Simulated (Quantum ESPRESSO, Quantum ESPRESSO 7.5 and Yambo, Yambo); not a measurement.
# AlN (P6_3mc): G0W0 on several meshes in Yambo

Wanted: mesh dependence and cost of G0W0 for AlN (P6_3mc).

Calculated with Quantum ESPRESSO 7.5 and Yambo 5.3.0; PBE and many-body steps on it, plane waves.

The database entry behind the starting cell differs from later determinations by our own check (inner coordinate u about 0.002 short), so it need not match the best structure at ambient conditions.

### Step 1. Set-up

It takes space group P6_3mc (No. 186, hexagonal). The conventional cell has a = 3.113 Å, b = 3.113 Å, c = 4.981 Å, α = 90.00°, β = 90.00°, γ = 120.00°. Al has 4 N at 1.89 Å nearest. Nearest to N lie 4 Al at 1.89 Å. Farther neighbours and most contacts between anions are not listed.

The cell and positions come from the Crystallography Open Database and are kept as given unless a step says otherwise.

### Step 2. Empty states on the mesh, 3×3×4 mesh, 501 bands

This step: Quantum ESPRESSO 7.5; DFT, PBE, plane waves, norm-conserving pseudopotentials.

The sums over transitions need many empty states on a uniform mesh; this step solves for them.

The input, pw.in:

```
&control
  calculation = 'nscf'
  prefix = 'x'
  outdir = 'o'
  pseudo_dir = 'pseudo'
/
&system
  ibrav = 0
  nat = 4
  ntyp = 2
  ecutwfc = 72.0
  nbnd = 501
  force_symmorphic = .true.
/
&electrons
  conv_thr = 1e-9
  electron_maxstep = 80
  diago_full_acc = .true.
  diago_thr_init = 5e-6
/
ATOMIC_SPECIES
  Al 26.982 Al.upf
  N 14.007 N.upf
CELL_PARAMETERS angstrom
  3.1130000000 -0.0000000000 0.0000000000
  -1.5565000000 2.6959370820 0.0000000000
  0.0000000000 0.0000000000 4.9810000000
ATOMIC_POSITIONS crystal
  Al 0.3333333333 0.6666666667 0.0000000000
  Al 0.6666666667 0.3333333333 0.5000000000
  N 0.3333333333 0.6666666667 0.3800000000
  N 0.6666666667 0.3333333333 0.8800000000
K_POINTS automatic
  3 3 4 0 0 0
```

Command:

```sh
$ OMP_NUM_THREADS=1 mpirun -n 4 pw.x -nk 4 -in pw.in > pw.out
```

The log of the run:

```text
Program PWSCF v.7.5 starts

     This program is part of the open-source Quantum ESPRESSO suite
     for quantum simulation of materials; please cite
         "P. Giannozzi et al., J. Phys.:Condens. Matter 21 395502 (2009);
         "P. Giannozzi et al., J. Phys.:Condens. Matter 29 465901 (2017);
         "P. Giannozzi et al., J. Chem. Phys. 152 154105 (2020);
     in publications or presentations arising from this work. More details at

     Atomic positions and unit cell read from directory:
     o/x.save/

     Message from routine setup:
[...]
76.5466  76.5466  76.9146  76.9146  76.9146  76.9146  77.7650  77.7650
     [... 51 further rows ...]
   278.7178 278.7178 279.2420 279.2420 281.1891 281.1891 288.7114 288.7114
   288.7114 288.7114 292.1299 292.1299 294.2788

          k = 0.0000 0.3849 0.0000 (  2892 PWs)   bands (ev):

     [... further k-points ...]

     highest occupied, lowest unoccupied level (ev):     7.1067   11.3272

     XML data file, pseudopotentials, collected wavefunctions

=------------------------------------------------------------------------------=
   JOB DONE.
=------------------------------------------------------------------------------=
```

The job ended after 86 s (4 MPI ranks of Arm Neoverse V1, shared host; peak memory 0.82 GiB; 5.7 min of CPU time).

This step gave:

| Property | Result |
| --- | --- |
| gap | 4.221 eV |
| k of the valence top | 0, 0, 0 |
| k of the conduction bottom | 0, 0, 0 |
| least direct gap | 4.221 eV |
| k points computed | 10 |
| lowest point of the top converged band, above the valence top | 281.1048 eV |

On this mesh the gap is 4.221 eV.

The density comes from a self-consistent run that is not shown.

### Step 3. Conversion and set-up

This step: Yambo 5.3.0; conversion and set-up on PBE, plane waves, norm-conserving pseudopotentials.

The states are converted to the many-body program's format and the q mesh is built.

Command:

```sh
$ (cd o/x.save; p2y > p2y.log; mv SAVE ../..); yambo > setup.log
```

The log of the run:

```text
 Yambo, version 5.3.0

 [02] CORE Variables Setup
 =========================

  [02.01] Unit cells
  ==================

  Cell kind             :  HCP
  Atoms in the cell     :  Al  N
  number of Al atoms    :  2
  number of N  atoms    :  2

  List of atomic masses
  Mass of Al    :  26.98200
  Mass of N     :  14.00700

  List of atomic coordinates    : [cc]
  Al1       : -0.29414E-09   3.3964       0.0000      order 1
  Al2       :  2.941359  1.698194  4.706363  order 2
  N1       : -0.29414E-09   3.3964       3.5768      order 3
[...]
IBZ Q-points                                      :  10
 BZ  Q-points                                      :   36

 K/Q-points units:
 rlu = crystal or reduced units; cc = cartesian coordinates; iku = interal k-units

 Q [ 1]         [rlu]:  0.000000  0.000000  0.000000
 Q [ 2]         [rlu]:  0.000000  0.000000  0.250000
 Q [ 3]         [rlu]:  0.000000  0.000000 -0.500000
[...]
Q [ 8]         [rlu]:  0.333333  0.333333  0.250000
 Q [ 9]         [rlu]:  0.333333  0.333333 -0.500000
 Q [10]         [rlu]:  0.40821E-19 -0.33333      0.25000

  [03.01] X indexes
  =================

   [03.01.01] Sigma indexes
   ========================

 [06] Game Over & Game summary
```

The job ended after 2.2 s (1 MPI rank; peak memory 0.23 GiB).

### Step 4. 3×3×4

G0W0 replaces the xc potential by the self-energy, built once from these orbitals. Only a window of levels is corrected, while the sums run over the empty bands that the input names.

This step: G0W0 on PBE, plane waves, norm-conserving pseudopotentials.

The input, gw2.in:

```
HF_and_locXC
gw0
dyson
ppa
em1d
rim_cut
RandQpts= 1000000
RandGvec= 1 RL
EXXRLvcs= 72 Ry
VXCRLvcs= 288 Ry
Chimod= "HARTREE"
% BndsRnXp
 1 | 209 |
%
NGsBlkXp= 17 Ry
% LongDrXp
 1 | 1 | 1 |
%
% GbndRnge
 1 | 209 |
%
DysSolver= "n"
ExtendOut
PPAPntXp= 27.21138 eV
% QPkrange
 1 | 1 | 7 | 10 |
%
```

Command:

```sh
$ OMP_NUM_THREADS=1 mpirun -n 4 yambo -F gw2.in -J gw2 -C gw2 > gw2.log
```

The log of the run:

```text
 Yambo, version 5.3.0

 [02] CORE Variables Setup
 =========================

  [... cell, symmetries and grids as in the set-up ...]

  [02.05] Energies & Occupations
  ==============================

  [X] === General ===
  [X] Electronic Temperature                        :  0.000000  0.000000 [eV K]
  [X] Bosonic    Temperature                        :  0.000000  0.000000 [eV K]
  [X] Finite Temperature mode                       : no
  [X] El. density                                   :  0.38275E+24 [cm-3]
  [X] Fermi Level                                   :  7.106664 [eV]

  [X] === Gaps and Widths ===
  [X] Conduction Band Min                           :  4.220509 [eV]
  [X] Valence Band Max                              :  0.000000 [eV]
  [X] Filled Bands                                  :   8
  [X] Empty Bands                                   :     9   501
  [X] Direct Gap                                    :  4.220509 [eV]
  [X] Direct Gap localized at k                     :  1
  [X] Indirect Gap                                  :  4.220509 [eV]
  [X] Indirect Gap between kpts                     :  1  1
  [X] Last valence band width                       :  2.371270 [eV]
  [X] 1st conduction band width                     :  3.218767 [eV]

 [03] Transferred momenta grid and indexing
 ==========================================

 IBZ Q-points                                      :  10
 BZ  Q-points                                      :   36

 K/Q-points units:
 rlu = crystal or reduced units; cc = cartesian coordinates; iku = interal k-units

 Q [ 1]         [rlu]:  0.000000  0.000000  0.000000
 Q [ 2]         [rlu]:  0.000000  0.000000  0.250000
 Q [ 3]         [rlu]:  0.000000  0.000000 -0.500000
 Q [ 4]         [rlu]: -0.40821E-19  0.33333       0.0000
 Q [ 5]         [rlu]: -0.40821E-19  0.33333      0.25000
 Q [ 6]         [rlu]: -0.40821E-19  0.33333     -0.50000
 Q [ 7]         [rlu]:  0.333333  0.333333  0.000000
 Q [ 8]         [rlu]:  0.333333  0.333333  0.250000
 Q [ 9]         [rlu]:  0.333333  0.333333 -0.500000
 Q [10]         [rlu]:  0.40821E-19 -0.33333      0.25000

 [04] Coloumb potential Random Integration (RIM)
 ===============================================

  [04.01] RIM initialization
  ==========================

  * Diagonal components only detected *

  8 x (sBL volume)        :  0.195400 [a.u.]
  sBZ random points       :  1000000
  Points outside the sBZ  :   7994252
  RL volume               :  0.879301 [a.u.]
  Integrated volume       :  0.879933 [a.u.]

  [04.02] RIM integrals
  =====================

  Gamma point sphere radius             :  0.105259 [a.u.]
  Points outside the sphere             :   811608
  [Int_sBZ(q=0) 1/q^2]*(Vol_sBZ)^(-1/3) =:  7.236165
                                 should be <:  7.795600

  Summary of Coulomb integrals for non-metallic bands |Q|[au] RIM/Bare

  Q [1] 0.100000E-4 0.928237 * Q [2] 0.166880 0.646012
  Q [3] 0.333760 0.872534 * Q [4] 0.411102 1.143679
  Q [10] 0.443682 1.087027 * Q [5] 0.443682 1.086663
  Q [6] 0.529529 1.022105 * Q [7] 0.712050 1.044470
  Q [8] 0.731344 1.037865 * Q [9] 0.786391 1.024498

 [WARNING] [Xp] User bands 1-209 break level degeneracy

 [05] Dipoles
 ============

  [05.01] Setup: observables and procedures
  =========================================

  [WARNING] [x,Vnl] slows the Dipoles computation. To neglect it rename the ns.kb_pp file

 [06] Dynamic Dielectric Matrix (PPA)
 ====================================

 [WR./gw2//ndb.pp]---------------------------------------------------------------
  Brillouin Zone Q/K grids (IBZ/BZ)                :   10   36   10   36
  RL vectors                                       :   3777 [WF]
  Coulomb cutoff potential                         : none
  Electronic Temperature                           :  0.000000 [K]
  Bosonic    Temperature                           :  0.000000 [K]
  PPA    diel. fun.  energies                      : Perdew, Burke & Ernzerhof(X)+Perdew, Burke & Ernzerhof(C)
  wavefunctions                                    : Perdew, Burke & Ernzerhof(X)+Perdew, Burke & Ernzerhof(C)
  Global Gauge                                     : length
  X matrix size                                    :   325
  X band range                                     :    1  209
  X e/h energy range                               : -1.000000 -1.000000 [eV]
  X Time ordering                                  : R
  X Hxc Kernel                                     : HARTREE
  X Drude frequency                                :  0.000000  0.000000
  X poles                                          :  100.0000 [o/o]
  RL vectors in the sum                            :   3777
  [r,Vnl] included                                 : yes
  Field direction                                  :  0.577350E-5  0.577350E-5  0.577350E-5
  BZ energy Double Grid                            : no
  BZ energy DbGd points                            : 0
  BZ Q point size factor                           : -1.000000
  X Optical Averaged directions                    : none

 [07] Local Exchange-Correlation + Non-Local Fock
 ================================================

 [VXC] Plane waves :  23187
 [EXS] Plane waves :  2875

 QP @ state[ 1 ] K range:  1  1
 QP @ state[ 1 ] b range:   7  10

 [xc] Functional : Perdew, Burke & Ernzerhof(X)+Perdew, Burke & Ernzerhof(C)
 [xc] LIBXC used to calculate xc functional
  PP Number of Atomic Species                      :  2
  NLCC RL compoments                               :  23187
  PP Number of Atomic Species                      :  2
  NLCC RL compoments                               :  23187

 [xc] E_xc :  -6.931593 [Ha]
      E_xc :  -13.86319 [Ry]

  Local XC kind (lXC) : Perdew, Burke & Ernzerhof(X)+Perdew, Burke & Ernzerhof(C)
  Non-Local XC kind (nlXC) : Hartree-Fock

  Corrections @ K [1] :  [eV]
 <7|nlXC|7> = -21.12496 -0.14039E-16 <7|lXC|7> = -16.99289  0.37763E-15
 <8|nlXC|8> = -20.86447 -0.20802E-16 <8|lXC|8> = -17.08523  0.18882E-15
 <9|nlXC|9> = -7.867130 -0.16316E-17 <9|lXC|9> = -12.50474 -0.56645E-15
 <10|nlXC|10> = -5.604894  0.83243E-18 <10|lXC|10> = -10.79204  0.18882E-15

 [08] Dyson equation: Newton solver
 ==================================

  [08.01] G0W0 (W PPA)
  ====================

  [  GW  ] Bands range     :    1  209
  [GW/PPA] G damping       :  0.100000 [eV]

  QP @ state[ 1 ] K range:  1  1
  QP @ state[ 1 ] b range:   7  10

   Sc/G bands                                       :    1  209
   Sc/G damping                                     :  0.100000 ev
   Sc bands terminator                              : no
   Sx RL components                                 :  2875

   QP @ state[ 1 ] K range                          :  1  1
   QP @ state[ 1 ] b range                          :   7  10
   GF energies kind                                 : Perdew, Burke & Ernzerhof(X)+Perdew, Burke & Ernzerhof(C)
   GF WF`s kind                                     : Perdew, Burke & Ernzerhof(X)+Perdew, Burke & Ernzerhof(C)
   Xs energies kind                                 : Perdew, Burke & Ernzerhof(X)+Perdew, Burke & Ernzerhof(C)
   Xs WF`s kind                                     : Perdew, Burke & Ernzerhof(X)+Perdew, Burke & Ernzerhof(C)

 [11] Game Over & Game summary
```

It took 87 s on 4 MPI ranks; peak memory 1.6 GiB; 5.7 min of CPU time.

This step gave:

```yaml
g0w0_gap_on_the_points_computed: 5.605 eV
starting_gap_on_the_mesh: 4.221 eV
k_of_the_valence_top: 0, 0, 0
k_of_the_conduction_bottom: 0, 0, 0
least_direct_g0w0_gap_on_the_computed_points: 5.605 eV
z_at_the_valence_top: 0.7924
z_at_the_conduction_bottom: 0.8190
```

The gap on the mesh goes from 4.22 eV to 5.60 eV, a correction of +1.38 eV.

### Step 5. Empty states on the mesh, 3×3×2 mesh, 209 bands

This step: Quantum ESPRESSO 7.5; DFT, PBE, plane waves, norm-conserving pseudopotentials.

pw.in, as its differences from that of step 2:

```diff
@@ -11,3 +11,3 @@
   ecutwfc = 72.0
-  nbnd = 501
+  nbnd = 209
   force_symmorphic = .true.
@@ -33,2 +33,2 @@
 K_POINTS automatic
-  3 3 4 0 0 0
+  3 3 2 0 0 0
```

Command:

```sh
$ OMP_NUM_THREADS=1 mpirun -n 4 pw.x -nk 4 -in pw.in > pw.out
```

The log of the run:

```text
[banner, memory and clock lines left out]
Program PWSCF v.7.5 starts

     Atomic positions and unit cell read from directory:
     o/x.save/

     Message from routine setup:
     using ibrav=0 with symmetry is DISCOURAGED, use correct ibrav instead

     G-vector sticks info

     bravais-lattice index     =            0
     lattice parameter (alat)  =       5.8827  a.u.
     unit-cell volume          =     282.0993 (a.u.)^3
     number of atoms/cell      =            4
     number of atomic types    =            2
     number of electrons       =        16.00
[...]
159.4433

          k = 0.0000 0.0000-0.3125 (  2858 PWs)   bands (ev):

[...]
[... 15 further rows ...]
[...]
154.6371

          k = 0.0000 0.3849 0.0000 (  2892 PWs)   bands (ev):

[...]
75.0803  75.5043  76.5509  77.1276  77.8114  78.0266  78.5737  80.3403
     [... 15 further rows ...]
   156.6993 156.8182 157.6288 158.2937 158.4558 158.5252 158.7245 158.8158
   159.3489

          k = 0.0000 0.3849-0.3125 (  2912 PWs)   bands (ev):

     [... further k-points ...]

     highest occupied, lowest unoccupied level (ev):     7.1067   11.3272

     XML data file, pseudopotentials, collected wavefunctions
```

Run time: 12 s. Hardware: 4 MPI ranks; peak memory 0.41 GiB; 47 s of CPU time.

This step gave:

| Quantity | Value |
| --- | --- |
| gap | 4.221 eV |
| k of the valence top | 0, 0, 0 |
| k of the conduction bottom | 0, 0, 0 |
| least direct gap | 4.221 eV |
| k points computed | 6 |
| lowest point of the top converged band, above the valence top | 147.5304 eV |

On this mesh the gap is 4.221 eV.

### Step 6. Conversion and set-up

This step: Yambo 5.3.0; conversion and set-up on PBE, plane waves, norm-conserving pseudopotentials.

Command:

```sh
$ (cd o/x.save; p2y > p2y.log; mv SAVE ../..); yambo > setup.log
```

The log of the run:

```text
 Yambo, version 5.3.0

 [02] CORE Variables Setup
 =========================

  [02.01] Unit cells
  ==================

  Cell kind             :  HCP
  Atoms in the cell     :  Al  N
  number of Al atoms    :  2
  number of N  atoms    :  2

  List of atomic masses
  Mass of Al    :  26.98200
  Mass of N     :  14.00700

  List of atomic coordinates    : [cc]
  Al1       : -0.29414E-09   3.3964       0.0000      order 1
  Al2       :  2.941359  1.698194  4.706363  order 2
  N1       : -0.29414E-09   3.3964       3.5768      order 3
[...]
IBZ Q-points                                      :   6
 BZ  Q-points                                      :  18

 K/Q-points units:
 rlu = crystal or reduced units; cc = cartesian coordinates; iku = interal k-units

 Q [1]          [rlu]:  0.000000  0.000000  0.000000
 Q [2]          [rlu]:  0.000000  0.000000 -0.500000
 Q [3]          [rlu]: -0.40821E-19  0.33333       0.0000
 Q [4]          [rlu]: -0.40821E-19  0.33333     -0.50000
 Q [5]          [rlu]:  0.333333  0.333333  0.000000
 Q [6]          [rlu]:  0.333333  0.333333 -0.500000

  [03.01] X indexes
  =================

   [03.01.01] Sigma indexes
   ========================

 [06] Game Over & Game summary
```

The job ended after 2 s (1 MPI rank; peak memory 0.23 GiB).

### Step 7. 3×3×2

This step: G0W0 on PBE, plane waves, norm-conserving pseudopotentials.

The input, gw11.in:

```
HF_and_locXC
gw0
dyson
ppa
em1d
rim_cut
RandQpts= 1000000
RandGvec= 1 RL
EXXRLvcs= 72 Ry
VXCRLvcs= 288 Ry
Chimod= "HARTREE"
% BndsRnXp
 1 | 209 |
%
NGsBlkXp= 17 Ry
% LongDrXp
 1 | 1 | 1 |
%
% GbndRnge
 1 | 209 |
%
DysSolver= "n"
ExtendOut
PPAPntXp= 27.21138 eV
% QPkrange
 1 | 1 | 7 | 10 |
%
```

Command:

```sh
$ OMP_NUM_THREADS=1 mpirun -n 4 yambo -F gw11.in -J gw11 -C gw11 > gw11.log
```

The log of the run:

```text
 Yambo, version 5.3.0

 [02] CORE Variables Setup
 =========================

  [... cell, symmetries and grids as in the set-up ...]

  [02.05] Energies & Occupations
  ==============================

  [X] === General ===
  [X] Electronic Temperature                        :  0.000000  0.000000 [eV K]
  [X] Bosonic    Temperature                        :  0.000000  0.000000 [eV K]
  [X] Finite Temperature mode                       : no
  [X] El. density                                   :  0.38275E+24 [cm-3]
  [X] Fermi Level                                   :  7.106664 [eV]

  [X] === Gaps and Widths ===
  [X] Conduction Band Min                           :  4.220509 [eV]
  [X] Valence Band Max                              :  0.000000 [eV]
  [X] Filled Bands                                  :   8
  [X] Empty Bands                                   :    9  209
  [X] Direct Gap                                    :  4.220509 [eV]
  [X] Direct Gap localized at k                     :  1
  [X] Indirect Gap                                  :  4.220509 [eV]
  [X] Indirect Gap between kpts                     :  1  1
  [X] Last valence band width                       :  2.371270 [eV]
  [X] 1st conduction band width                     :  3.218767 [eV]

 [03] Transferred momenta grid and indexing
 ==========================================

 IBZ Q-points                                      :   6
 BZ  Q-points                                      :  18

 K/Q-points units:
 rlu = crystal or reduced units; cc = cartesian coordinates; iku = interal k-units

 Q [1]          [rlu]:  0.000000  0.000000  0.000000
 Q [2]          [rlu]:  0.000000  0.000000 -0.500000
 Q [3]          [rlu]: -0.40821E-19  0.33333       0.0000
 Q [4]          [rlu]: -0.40821E-19  0.33333     -0.50000
[...]
================================================

 [VXC] Plane waves :  23187
 [EXS] Plane waves :  2875

 QP @ state[ 1 ] K range:  1  1
 QP @ state[ 1 ] b range:   7  10

 [xc] Functional : Perdew, Burke & Ernzerhof(X)+Perdew, Burke & Ernzerhof(C)
 [xc] LIBXC used to calculate xc functional
  PP Number of Atomic Species                      :  2
  NLCC RL compoments                               :  23187
  PP Number of Atomic Species                      :  2
  NLCC RL compoments                               :  23187

 [xc] E_xc :  -6.931284 [Ha]
      E_xc :  -13.86257 [Ry]

  Local XC kind (lXC) : Perdew, Burke & Ernzerhof(X)+Perdew, Burke & Ernzerhof(C)
  Non-Local XC kind (nlXC) : Hartree-Fock

  Corrections @ K [1] :  [eV]
 <7|nlXC|7> = -20.94412  0.41436E-17 <7|lXC|7> = -16.99281 -0.75527E-15
 <8|nlXC|8> = -20.77480  0.12634E-16 <8|lXC|8> = -17.08481 -0.37763E-15
 <9|nlXC|9> = -7.749619  0.32337E-17 <9|lXC|9> = -12.50460  0.31249E-20
 <10|nlXC|10> = -5.581957  0.65930E-17 <10|lXC|10> = -10.79156 -0.47203E-16

 [08] Dyson equation: Newton solver
 ==================================

  [08.01] G0W0 (W PPA)
  ====================

  [  GW  ] Bands range     :    1  209
  [GW/PPA] G damping       :  0.100000 [eV]

  QP @ state[ 1 ] K range:  1  1
  QP @ state[ 1 ] b range:   7  10

   Sc/G bands                                       :    1  209
   Sc/G damping                                     :  0.100000 ev
   Sc bands terminator                              : no
   Sx RL components                                 :  2875

   QP @ state[ 1 ] K range                          :  1  1
   QP @ state[ 1 ] b range                          :   7  10
   GF energies kind                                 : Perdew, Burke & Ernzerhof(X)+Perdew, Burke & Ernzerhof(C)
   GF WF`s kind                                     : Perdew, Burke & Ernzerhof(X)+Perdew, Burke & Ernzerhof(C)
   Xs energies kind                                 : Perdew, Burke & Ernzerhof(X)+Perdew, Burke & Ernzerhof(C)
   Xs WF`s kind                                     : Perdew, Burke & Ernzerhof(X)+Perdew, Burke & Ernzerhof(C)

 [11] Game Over & Game summary
```

It took 33 s on 4 MPI ranks; peak memory 1.4 GiB; 2.2 min of CPU time.

This step gave:

* G0W0 gap on the points computed: 5.570 eV
* starting gap on the mesh: 4.221 eV
* k of the valence top: 0, 0, 0
* k of the conduction bottom: 0, 0, 0
* least direct G0W0 gap on the computed points: 5.570 eV
* Z at the valence top: 0.7928
* Z at the conduction bottom: 0.8193

Against G0W0 in Yambo (3×3×4 mesh, 209 bands, screening to 231.3 eV, Godby-Needs plasmon pole), the gap moves by −0.034 eV.

[end of part 1 of 2]

[Paths, hosts, dates, memory and timing lines, banners, echoed tables and standing remarks are left out of the program output.]

[Logs are printed without paths, hosts, clocks, repeated set-up lines and the standing remarks that a program may print on its own settings, such as how far it seeks lower states.]

[Runs of the session that timed out or met a known fault of the program may be left out.]

[Hosts, paths, dates, database ids (printed as entryN), source tags and the programs' standing remarks are cut or masked in the printed files.]
